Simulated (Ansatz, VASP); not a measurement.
This is a calculation of AlAu2 for VASP 6.6.1.

The input INCAR:

```
SYSTEM = AlAu2
  PREC = Accurate
  ENCUT = 520
  EDIFF = 1E-7
  ISMEAR = -1
  SIGMA = 0.05
  LREAL = .FALSE.
  LASPH = .TRUE.
  NELM = 100
  ALGO = Normal
  ISIF = 2
  LWAVE = .FALSE.
  LCHARG = .FALSE.
  GGA = PS
  NBANDS = 20
```

File KPOINTS:

```
Automatic mesh
0
G
  11 11 11
  0 0 0
```

Contents of POSCAR:

```
AlAu2
1.0
   -1.6373923602      1.6373923602      4.3092729963
    1.6373923602     -1.6373923602      4.3092729963
    1.6373923602      1.6373923602     -4.3092729963
Au Al
2 1
Direct
    0.3437272000      0.3437272000      0.0000000000
    0.6562728000      0.6562728000      0.0000000000
    0.0000000000      0.0000000000      0.0000000000
```

Potentials or basis: VASP PAW PBE potentials, release 64 (Au, Al).

The run is started by

```bash
$ cat potpaw_PBE.64/Au/POTCAR potpaw_PBE.64/Al/POTCAR > POTCAR
$ mpirun -np 1 vasp_std > vasp.out
```

Question: Translate it to Ansatz 0.2.0. Potentials there: Ansatz PAW.

Answer: As run (the cutoff follows the program's own potentials):

File input.yaml:

```yaml
crystal:
  lattice:
    - [-1.6373923602, 1.6373923602, 4.3092729963]
    - [1.6373923602, -1.6373923602, 4.3092729963]
    - [1.6373923602, 1.6373923602, -4.3092729963]
  atoms:
    - { symbol: Au, position: [0.3437272, 0.3437272, 0.0] }
    - { symbol: Au, position: [0.6562728, 0.6562728, 0.0] }
    - { symbol: Al, position: [0.0, 0.0, 0.0] }
hamiltonian:
  xc: pbesol
  pseudopotentials: { kind: paw }
kpoints:
  mp_grid: { grid: [11, 11, 11] }
scf:
  occupations: { method: fermi_dirac, width: 0.05 }
output:
  forces: true
  stress: true
  eigenvalues: true
```

Potentials or basis: Ansatz PAW.

Run with:

```bash
$ ansatz run input.yaml --threads 1 --pin off --max-ram 3584MiB --backend cpu --events-out ev --progress --plain --runs-dir out
```

Both were run:

|  | VASP | Ansatz | Ansatz less VASP |
| --- | --- | --- | --- |
| gap on the k mesh at the Fermi level (eV) | none | none | - |
| pressure (GPa) | 8.0 | 8.3 | +0.30 |
| largest component of the traceless stress (GPa) | 1.14 | 1.19 | +0.050 |
| rms of the force components (eV/Å) | 0.078 | 0.077 | -0.0011 |

Atom by atom the forces differ by 0.001 eV/Å (rms over components). A gap of «none» marks a metal or a gap that the smearing closes. With one functional, cell and mesh, what is left measures potentials, basis and numerics. The two sets of potentials don't hold the same shells in valence.

Caveats: the PAW data sets were made with another functional, which shifts forces and pressure a little (VASP); the PAW data sets come from PBE, with cores solved anew for the run's functional, which leaves a small shift of forces and pressure (Ansatz). The runs have no spin-orbit coupling, so splittings on Au are missing.
